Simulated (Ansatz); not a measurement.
**FeS2: S-33 NMR of the central transition**

Cell: a COD entry, its atoms then relaxed with PBE in this cell.

```cif
data_FeS2
_symmetry_space_group_name_H-M 'Pnnm'
_symmetry_Int_Tables_number 58
_cell_length_a 4.4400
_cell_length_b 5.3900
_cell_length_c 3.3700
_cell_angle_alpha 90.000
_cell_angle_beta 90.000
_cell_angle_gamma 90.000
loop_
_atom_site_label
_atom_site_type_symbol
_atom_site_symmetry_multiplicity
_atom_site_Wyckoff_symbol
_atom_site_fract_x
_atom_site_fract_y
_atom_site_fract_z
Fe Fe 2 a 0.0000 0.0000 0.0000
S S 4 g 0.2058 0.3753 0.0000
```

One atom of each set is listed.

Computed with Ansatz: DFT, PBE, plane waves and PAW, scalar-relativistic, collinear spin, 420 eV cutoff, Γ-centred 10×8×13 k-points, Fermi–Dirac smearing 0.05 eV. Start moments as typed (μB): 3 on each Fe, none on the rest.

S-33 has I = 3/2 and Q = -69.40 mb (Pyykkö 2018); at 14.1 T its Larmor frequency is ν₀ = 46.1 MHz. Only the quadrupole interaction is simulated: positions count from each site's isotropic chemical shift, and shift anisotropy, dipolar and J coupling are left out.

Simulated pattern of one S site (static powder, Gaussian broadening 50 kHz):

(offset (kHz), height): (-1313.2, 0), (-1260.4, 0), (-1207.6, 13), (-1154.7, 42), (-1101.9, 47), (-1049.1, 49), (-996.2, 51), (-943.4, 54), (-890.6, 58), (-837.8, 62), (-784.9, 69), (-732.1, 82), (-679.3, 99), (-626.4, 81), (-573.6, 69), (-520.8, 63), (-467.9, 59), (-415.1, 56), (-362.3, 54), (-309.4, 53), (-256.6, 52), (-203.8, 51), (-150.9, 51), (-98.1, 51), (-45.3, 51), (7.6, 47), (60.4, 41), (113.2, 42), (166.0, 44), (218.9, 47), (271.7, 52), (324.5, 59), (377.4, 75), (430.2, 100), (483.0, 69), (535.9, 52), (588.7, 42), (641.5, 13), (694.4, 0), (747.2, 0)

Task: Which |C_Q| and η does the pattern imply?

Result: The pattern spans 1822 kHz before broadening and its centre of gravity is at -288 kHz, which fixes P_Q; the places of the horns and steps fix η. That gives P_Q = 23.1 MHz, |C_Q| = 22.8 MHz and η = 0.27. The sign of C_Q can't be read from the pattern.

The structure holds S–S bonds (2.27 Å). At S V_zz points along its one bond to S (within 1°).

With ν_Q/ν₀ up to 0.25, terms beyond second order are no longer negligible.

The start moments die out, and the run ends without spin.
